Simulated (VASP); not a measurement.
**VASP 6.6.1 run: InSb**

INCAR

```
NBANDS = 16
ISMEAR = -1
NELM = 58
ISIF = 2
LCHARG = .FALSE.
PREC = Accurate
LREAL = .FALSE.
IBRION = -1
ENCUT = 520
EDIFF = 1E-7
GGA = AM
LASPH = .TRUE.
NSW = 0
LWAVE = .FALSE.
SIGMA = 0.02
```

KPOINTS

```
KPOINTS created by Atomic Simulation Environment
0
Monkhorst-Pack
6 6 6
0 0 0
```

POSCAR

```
In Sb
 1.0000000000000000
     0.0000000000000000    3.3123081477000000    3.2433612246000001
     3.3123081477000000    0.0000000000000000    3.2433612246000001
     3.3123081477000000    3.3123081477000000    0.0000000000000000
 In  Sb
   1   1
Cartesian
  0.0000000000000000  0.0000000000000000  0.0000000000000000
  1.6561540738500000  1.6561540738500000  1.6216806123000000
```

The recommended PBE PAW datasets give the neutral cell 18 valence electrons.

Command

```
mpirun -np 1 vasp_std
```

OSZICAR

```
N       E                     dE             d eps       ncg     rms          rms(c)
DAV:   1     0.112112935255E+03    0.11211E+03   -0.79169E+03  2016   0.111E+03
DAV:   2    -0.801844377947E-01   -0.11219E+03   -0.10865E+03  2304   0.276E+02
DAV:   3    -0.707564853028E+01   -0.69955E+01   -0.69727E+01  2584   0.713E+01
DAV:   4    -0.727378108644E+01   -0.19813E+00   -0.19809E+00  2496   0.141E+01
DAV:   5    -0.728531210074E+01   -0.11531E-01   -0.11531E-01  3120   0.275E+00    0.364E+00
DAV:   6    -0.718023567922E+01    0.10508E+00   -0.16805E-01  2896   0.631E+00    0.209E+00
DAV:   7    -0.716538478892E+01    0.14851E-01   -0.66435E-02  2584   0.241E+00    0.583E-01
DAV:   8    -0.716680768647E+01   -0.14229E-02   -0.82258E-03  2440   0.973E-01    0.240E-01
DAV:   9    -0.716790254723E+01   -0.10949E-02   -0.15115E-03  2392   0.283E-01    0.760E-02
DAV:  10    -0.716794725301E+01   -0.44706E-04   -0.68596E-05  2712   0.527E-02    0.391E-02
DAV:  11    -0.716802822708E+01   -0.80974E-04   -0.15879E-04  2224   0.683E-02    0.261E-02
DAV:  12    -0.716802835226E+01   -0.12518E-06   -0.24943E-06  2712   0.985E-03    0.771E-03
DAV:  13    -0.716802963351E+01   -0.12812E-05   -0.36106E-06  2240   0.966E-03    0.507E-03
DAV:  14    -0.716802951249E+01    0.12102E-06   -0.12946E-07  2360   0.314E-03    0.131E-03
DAV:  15    -0.716802954132E+01   -0.28835E-07   -0.26793E-08  1816   0.122E-03
   1 F= -.71680295E+01 E0= -.71680295E+01  d E =-.125719E-07
```

Standard output (part)

```
POSCAR found type information on POSCAR InSb
 POSCAR found :  2 types and       2 ions
 LDA part: xc-table for (Slater+PW92), standard interpolation
 POSCAR, INCAR and KPOINTS ok, starting setup
 WAVECAR not read
 entering main loop
```

From OUTCAR

```
k-points           NKPTS =     63   k-points in BZ     NKDIM =     63   number of bands    NBANDS=     16

   NELECT =      18.0000    total number of electrons

   dimension x,y,z NGX =    36 NGY =   36 NGZ =   36
   dimension x,y,z NGXF=    72 NGYF=   72 NGZF=   72

  energy-cutoff  :      520.00
  volume of cell :       71.17
      direct lattice vectors                 reciprocal lattice vectors
     0.000000000  3.312308148  3.243361225    -0.150952139  0.150952139  0.154161059
     3.312308148  0.000000000  3.243361225     0.150952139 -0.150952139  0.154161059
     3.312308148  3.312308148  0.000000000     0.150952139  0.150952139 -0.154161059

 k-points in reciprocal lattice and weights: KPOINTS created by Atomic Simulation Env
   0.08333333  0.08333333  0.08333333       0.009
   0.25000000  0.08333333  0.08333333       0.019
   0.41666667  0.08333333  0.08333333       0.019
  -0.41666667  0.08333333  0.08333333       0.019
  -0.25000000  0.08333333  0.08333333       0.019
  -0.08333333  0.08333333  0.08333333       0.019
   0.25000000  0.25000000  0.08333333       0.009
   0.41666667  0.25000000  0.08333333       0.019
   ...

 E-fermi :   4.7818

 k-point     1 :       0.0833    0.0833    0.0833
  band No.  band energies     occupation
      1      -9.9090      2.00000
      2      -9.9058      2.00000
      3      -9.9022      2.00000
      4      -9.8356      2.00000
      5      -9.8319      2.00000
      6      -5.8257      2.00000
      7       3.2118      2.00000
      8       4.4370      2.00000
      9       4.5076      2.00000
     10       5.1517      0.00000
     11       7.6048      0.00000
     12       7.6735      0.00000
     13       7.6879      0.00000
     14      10.6734      0.00000
     15      12.1870      0.00000
     16      12.4012      0.00000

 k-point     2 :       0.2500    0.0833    0.0833
  band No.  band energies     occupation
      1      -9.9215      2.00000
      2      -9.8990      2.00000
      3      -9.8978      2.00000
      4      -9.8368      2.00000
      5      -9.8313      2.00000
      6      -5.5210      2.00000
      7       1.6015      2.00000
      8       3.5940      2.00000
      9       4.3081      2.00000
     10       5.7895      0.00000
     11       7.8794      0.00000
     12       7.9806      0.00000
     13       8.8456      0.00000
     14      11.4186      0.00000
     15      11.7137      0.00000
     16      12.2017      0.00000

 k-point     3 :       0.4167    0.0833    0.0833
  band No.  band energies     occupation
      1      -9.9402      2.00000
      2      -9.8918      2.00000
      3      -9.8899      2.00000
      4      -9.8362      2.00000
      5      -9.8301      2.00000
      6      -4.9041      2.00000
      7      -0.1995      2.00000
      8       3.1256      2.00000
      9       3.8262      2.00000
     10       5.6160      0.00000
     11       8.3822      0.00000
     12       8.4270      0.00000
     13      10.2892      0.00000
     14      11.6715      0.00000
     15      11.9927      0.00000
     16      13.4139      0.00000

 ...

  Total       -0.3895834     -0.3895834     -0.1285101      0.0000000      0.0000000      0.0000000
  in kB       -8.7704989     -8.7704989     -2.8930840      0.0000000      0.0000000      0.0000000
  external PRESSURE =      -6.8113606 kB  Pullay stress =       0.0000000 kB

 POSITION                                       TOTAL-FORCE (eV/Angst)
 -----------------------------------------------------------------------------------
      0.00000      0.00000      0.00000         0.000000      0.000000     -0.000000
      1.65615      1.65615      1.62168        -0.000000     -0.000000      0.000000
 -----------------------------------------------------------------------------------
    total drift:                               -0.000000     -0.000000      0.000000

  FREE ENERGIE OF THE ION-ELECTRON SYSTEM (eV)
  ---------------------------------------------------
  free  energy   TOTEN  =        -7.1680295413 eV

  energy  without entropy=       -7.1680295288  energy(sigma->0) =       -7.16802954
```

It converged. Results: gap between bands v and c on the k mesh 0.55 eV; least direct gap on the k mesh 0.64 eV; pressure -0.7 GPa. Band v is the last that the valence electrons fill when counted band by band, and c is the next.

The shifted mesh misses Γ, so a band edge there is missed.

For comparison, a separate PBE run of the intended cell, on usual settings and not on those above, gives a gap of 0.10 eV on its mesh and a pressure of 1.0 GPa.

The run above took about 82 s on one core of a shared host (Intel Xeon Platinum 8488C) and held 0.25 GiB at most.
